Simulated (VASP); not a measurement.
Write the native input for VASP 6.6.1 that does the following.

| Quantity | Value |
| --- | --- |
| Task | single point |
| Functional | PBEsol |
| Potentials or basis | VASP PAW PBE potentials, release 64 (In_d) |
| Cutoff | 520 eV |
| k mesh | 9 × 9 × 5 |
| Occupations | fermi-dirac, width 0.05 eV |
| Spin | no spin polarisation |
| Ladder | free |
| Further INCAR settings | ALGO = Normal; EDIFF = 1e-07; NBANDS = 20 |

The structure of In lies in POSCAR:

```
In
1.0
    3.3354847820      0.0000000000      0.0000000000
   -1.6677423910      2.8886145552      0.0000000000
    0.0000000000      0.0000000000      5.5091429200
In
2
Direct
    0.6700150000      0.3359070000      0.7490450000
    0.3203740000      0.6802210000      0.2562600000
```

This isn't the form of In at room conditions, which is tetragonal.

The cell isn't the ideal one: atoms moved at random, drawn with an rms of 0.05 Å.

These files were run (other wordings do the same):

INCAR

```
SYSTEM = In
PREC = Accurate
ENCUT = 520
EDIFF = 1E-7
ISMEAR = -1
SIGMA = 0.05
LREAL = .FALSE.
LASPH = .TRUE.
NELM = 100
ALGO = Normal
ISIF = 2
LWAVE = .FALSE.
LCHARG = .FALSE.
GGA = PS
NBANDS = 20
```

KPOINTS

```
regular mesh
0
G
  9 9 5
  0 0 0
```

Potentials or basis: VASP PAW PBE potentials, release 64 (In_d).

Launch:

```bash
$ cat potpaw_PBE.64/In_d/POTCAR > POTCAR
$ mpirun -np 1 vasp_std > vasp.out
```

Results of the run:

```yaml
Pressure: -1.4 GPa
Largest_force: 0.101 eV/Å
Band_gap_on_the_k_mesh: none (metal or under the smearing width)
```

Caveat: the PAW data sets were made with another functional, which shifts forces and pressure a little.

Wall time 3.2 min on 1 thread of Intel(R) Xeon(R) Platinum 8488C (Sapphire Rapids), with other jobs on the host, peak memory 0.3 GiB.
